## How much exchange should a crystal feel?

Exact exchange between two electrons acts at full strength only if the other electrons stay still. In a crystal they move and screen it, and at long range its strength falls roughly as 1/ε, where ε is the electronic dielectric constant. Without any polarization the full exchange would act; in a metal, where ε grows without bound at long range, none would be left. SiC lies between these limits: its ε is about 6.5 (a rough, recalled value), so about 15 % should survive.

Exact exchange opens the gap, for a reason given below. A calculation without any should therefore give too small a gap, and one with a third of it too large a gap. The table holds both cases.

Band gaps of cubic SiC (F-43m, 2 atoms, primitive cell edge 3.08 Å) from density-functional theory without spin polarization, taken between the highest filled and lowest empty states on the k-mesh. The cell was relaxed only for the PBEsol row. The measured band gap is 2.39 eV (bulk crystal, cryogenic temperature; arXiv:2009.14696).

| program | functional | how the value is got | potentials or basis | wave cutoff (eV) | k-mesh | computed band gap (eV) | computed less measured (eV) |
| --- | --- | --- | --- | --- | --- | --- | --- |
| GPAW 26.7.0 (1) | SOGGA | Kohn-Sham, on the mesh | PAW data sets made by gpaw setup for the functional | 800 | 10x10x10 | 1.237 | -1.15 |
| ABINIT 10.8.3 (1) | PBEsol | Kohn-Sham, on the mesh | PseudoDojo NC SR PBEsol v0.4.1 standard | 1007 | 8x8x8 | 1.239 | -1.15 |
| GPAW 26.7.0 (2) | PBE | Kohn-Sham, on the mesh | GPAW PAW data sets (gpaw data 1.2.1) | 800 | 10x10x10 | 1.349 | -1.04 |
| Quantum ESPRESSO 7.5 (1) | PBE | Kohn-Sham, on the mesh | SSSP 1.3 efficiency PBE | 748 | 10x10x10 | 1.356 | -1.03 |
| Quantum ESPRESSO 7.5 (2) | PBE | Kohn-Sham, on the mesh | PseudoDojo 0.4.1 SR PBE standard | 1116 | 6x6x6 | 1.357 | -1.03 |
| ABINIT 10.8.3 (2) | PBE | Kohn-Sham, on the mesh | JTH PAW PBE v2.0 | 544 | 13x13x13 | 1.432 | -0.96 |
| ABINIT 10.8.3 (3) | r2SCAN | Kohn-Sham, on the mesh | JTH PAW LDA v2.0 | 653 | 10x10x10 | 1.698 | -0.69 |
| FLEUR MaX-R8.1 (later development tree) | r2SCAN | Kohn-Sham, on the mesh | all electron | n/a | 10x10x10 | 1.726 | -0.66 |
| GPAW 26.7.0 (3) | vdW-DF2 | Kohn-Sham, on the mesh | GPAW PAW data sets (gpaw data 1.2.1) | 800 | 10x10x10 | 1.931 | -0.46 |
| ABINIT 10.8.3 (4) | PBE0-1/3 | Kohn-Sham, on the mesh | SPMS NC PBE v1.0 | 816 | 8x8x8 | 3.590 | 1.20 |

## The end with no exact exchange

PBE gives a gap about 1.0 eV below the measured one, a shortfall of 43 %. The choice of program hardly matters: three PBE runs from two programs, each with different potentials, agree within 0.01 eV. The missing electronvolt thus belongs to the level of theory, not to the program. The fourth PBE run differs for a reason taken up below.

Theory explains the sign. The true gap is the cost of taking an electron out of the crystal less the energy regained when one is added. When an electron is added above the filled bands, the exact Kohn-Sham potential jumps upward by a constant. This jump is part of the true gap, but the band energies of a single fixed potential leave it out, even if that potential is exact. PBE computes its potential smoothly from the density and its gradient, so it can't supply the jump either, and its gap comes out too small.

PBEsol and SOGGA keep this form of potential but use a weaker gradient dependence in exchange. Their gaps lie about 0.1 eV below that of PBE. The cell of the PBEsol row was relaxed, but it is practically the same as that of the other rows, so the cell doesn't explain the difference. The change in the gap is only about a tenth of PBE's shortfall, and it goes in the wrong direction.



## The end with too much

Exact exchange treats filled and empty states differently. An electron in a filled state doesn't repel itself, because exchange cancels that part of the repulsion. An empty state has no such term to cancel and gains less from exchange. Mixing in exact exchange therefore lowers the filled states relative to the empty ones and opens the gap.

With one third of exact exchange, the gap is 2.24 eV larger than in PBE and exceeds the measured value by 1.2 eV. Only 46 % of that rise was needed. If the gap grows in proportion to the share of exchange, this means 0.46 × 1/3, or about 15 %, which is the share expected from screening.

The match supports the picture, but its closeness shouldn't be taken as precision. No row with an intermediate share tests the straight line, and the hybrid run used potentials made for PBE and a reduced mesh for the exchange term, whose effect is untested. The measured gap is also lowered by the zero-point motion of the atoms, which the calculations leave out. For atoms at rest, PBE would fall somewhat further short and the hybrid would overshoot somewhat less.

## A partial repair without exact exchange

r2SCAN closes about a third of PBE's shortfall. Besides the density and its gradient, it uses the kinetic-energy density, which is built from the orbitals. In the usual treatment its potential therefore acts differently on states of different shape, and theory expects this to recover part of the missing jump.

The rise is not a quirk of one program. The all-electron r2SCAN gap and the one from ABINIT differ by only 0.03 eV, although the ABINIT run used potentials made for LDA and warned of very low densities. This shows that the larger gap is robust; the link to the missing jump rests on theory.

## Closer to experiment, but for another reason?

The vdW-DF2 gap is 0.58 eV larger than the PBE gap from the same program, which brings it closer to experiment than r2SCAN. Yet its potential, like that of PBE, comes from the density alone. The order of the table is thus not simply an order of better physics.

The bands give a further hint. r2SCAN and the hybrid widen the smallest direct gap, between states at the same wave vector, by more than the band gap itself. vdW-DF2 widens the direct gap by only about four fifths as much as the band gap. PBEsol and SOGGA show nearly the same ratio, but there both gaps shrink. This hints at a common cause, the gradient dependence of exchange: it is weaker than PBE's in those two and, except at small gradients, steeper in vdW-DF2. A steeper dependence would then be expected to raise the gap, though no run isolates this part of the functional. With a single program and no second set of potentials, the table can't tell how much of the rise comes from the functional.

## The PBE row that stands apart

One PBE run in ABINIT gives a gap 0.08 eV above the mean of the other three. Its mesh probably explains most of this. The top of the filled bands lies at Γ, the centre of the Brillouin zone, while the lowest empty state of cubic SiC is known to lie at X, on the zone boundary. The gaps listed here are read only at mesh points, so a mesh that misses X finds too high an empty state.

Along a reciprocal lattice vector, a 13-fold mesh has points at 0, 1/13, 2/13 and so on, whereas X needs the coordinate 1/2. The nearest point has 6/13 and stops short of X by 1/13 of the path from Γ. All the other meshes in the table have even divisions and contain X.

The error can be estimated by treating the band near its minimum as a parabola:

- The path from Γ to X is 1.44 Å⁻¹ long, so the distance missed is q = 1.44/13 ≈ 0.11 Å⁻¹.
- The band rises by ħ²q²/(2m). For a free electron, ħ²/(2m) is about 3.8 eV Å².
- Along this direction the electron in SiC has about 0.68 of the free mass (recalled), so the rise is 3.8 × 0.11²/0.68 ≈ 0.07 eV.

The estimate takes no constant from the computed gaps and comes within about 0.01 eV of the observed excess. It doesn't settle the matter alone, because the potentials differ too: at Γ, this run's gap is 0.07 eV smaller than GPAW's. Repeating the run with a 12-fold or 14-fold mesh centred at Γ, which contains X, would separate the two effects. The output printed after these notes lists the differences used here and this parabola, applied to the odd-mesh row only.

The analysis program printed:

```
Number of PBE rows on even meshes: 3
Mean PBE gap on even meshes, eV: 1.354
Spread of these PBE gaps, eV: 0.008
Mean shortfall of PBE against the measured gap, eV: 1.033
The same shortfall in percent of the measured gap: 43.28
Span of all computed gaps, eV: 2.353
Change against mean PBE on even meshes:
                                      row  band gap (eV)  smallest direct gap (eV)
                          GPAW 26.7.0 (1)         -0.117                  -0.09546
                        ABINIT 10.8.3 (1)         -0.115                  -0.08842
                          GPAW 26.7.0 (2)         -0.005                 -0.004385
                 Quantum ESPRESSO 7.5 (1)          0.002                 0.0006557
                 Quantum ESPRESSO 7.5 (2)          0.003                   0.00373
                        ABINIT 10.8.3 (2)          0.078                    0.0655
                        ABINIT 10.8.3 (3)          0.344                    0.4865
  FLEUR MaX-R8.1 (later development tree)          0.372                    0.5095
                          GPAW 26.7.0 (3)          0.577                    0.4581
                        ABINIT 10.8.3 (4)          2.236                     2.674
SOGGA less PBE, both GPAW, eV: -0.112
PBEsol less PBE, both PseudoDojo potentials, eV: -0.118
Difference of the two r2SCAN gaps, eV: 0.028
Mean r2SCAN gap less mean PBE gap, eV: 0.358
Part of the PBE shortfall that r2SCAN closes, percent: 34.65
vdW-DF2 less PBE, both GPAW, eV: 0.582
Part of the hybrid's rise over PBE that would reach the measured gap, percent: 46.21
PBE on the odd mesh less mean PBE on even meshes, eV: 0.078
Estimated rise of the band at the mesh point nearest to X, eV: 0.06891
Gap at Gamma in PBE, ABINIT (2) less GPAW (2), eV: -0.07413
```
